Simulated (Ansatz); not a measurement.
`F[C](F)(F)[Ge]([Cl])([Cl])[Cl]` + H–F → `[F][Ge]([Cl])([Cl])[Cl]` + trifluoromethane at 400 K and 1 bar (ligand exchange at a Ge–C bond).

Isolated molecules relaxed with PBE0-D4/def2-TZVP in Ansatz; ΔE leaves out vibrations. CCSD(T)/CBS is the MP2 limit (def2-TZVPP, def2-QZVPP) plus CCSD(T) − MP2 in def2-TZVPP, frozen cores. This one scheme is used for every species. For Ge outer-core shells are correlated without core-valence functions, which leaves a few kJ/mol of doubt a bond. Scalar relativity is left out up to krypton.

```
                         species  CCSD(T)/CBS energy (Eh)  H − E (kJ/mol)  S (J/(mol·K))
`F[C](F)(F)[Ge]([Cl])([Cl])[Cl]`              -3792.99499            91.9          467.4
                             H–F               -100.39570            36.5          182.2
       `[F][Ge]([Cl])([Cl])[Cl]`              -3555.40119            47.7          377.2
                        `FC(F)F`               -338.02896            84.0          275.7
```

H − E and S are ideal-gas, rigid-rotor, harmonic terms from PBE0-D4/def2-TZVP. 1 Eh = 2625.50 kJ/mol, R = 8.31446 J/(mol·K).

Q: By hand: ΔE, ΔH, ΔS and ΔG.

A: ΔE = (-3555.40119) + (-338.02896) − (-3792.99499) − (-100.39570) = -0.03946 Eh = -103.6 kJ/mol. Δ(H − E) = 47.7 + 84.0 − 91.9 − 36.5 = 3.3, so ΔH = -100.3 kJ/mol. ΔS = 377.2 + 275.7 − 467.4 − 182.2 = 3.3 J/(mol·K). ΔG = -100.3 − 400 × (3.3)/1000 = -101.6 kJ/mol.

Q: By hand: the equilibrium constant, and the temperature at which ΔG would vanish if ΔH and ΔS stayed fixed.

A: log₁₀ K = −ΔG/(RT ln 10) = 13.3. ΔH and −TΔS have one sign here, so there is no such temperature.

The number of gas molecules stays the same, so ΔS is small and ΔH decides. A doubt of 5 kJ/mol in ΔE shifts log₁₀ K by 0.7 here. Modes under 60 cm⁻¹, often nearly free rotors, make the harmonic entropy too high. These are equilibria of isolated gas molecules and say nothing of rates. Largest T1 diagnostic: 0.012 (customary marks: 0.02 for closed shells, 0.045 for open ones).

ΔS is within the doubt of such terms, so its sign, and with it that verdict, could turn.
